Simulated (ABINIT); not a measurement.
TiC:

```xyz
2
Lattice="0.0000 2.1657 2.1657 2.1657 0.0000 2.1657 2.1657 2.1657 0.0000" Properties=species:S:1:pos:R:3 pbc="T T T"
Ti    0.0000    0.0000    0.0000
C     2.1657    2.1657    2.1657
```

The cell is a database's computed one.

Base run:

```yaml
Program: ABINIT 10.8.3 (patched build)
Functional: rPW86PBE
Potentials_or_basis: JTH PAW PBE v2.0
Cutoff: 517 eV
k_mesh: 11 × 11 × 11
Occupations: fermi-dirac, width 0.05 eV
Spin: no spin polarisation
```

Its results: band gap on the k mesh none (metal or under the smearing width); pressure 7.8 GPa.

Q: The run is repeated on the same cell with these changes: functional from rPW86PBE to RPBE. What comes out?

A: Band gap on the k mesh none (metal or under the smearing width); pressure 5.2 GPa.

Caveats: the PAW data sets were made with another functional, which shifts forces and pressure a little.

Not every run made on this cell is shown here.
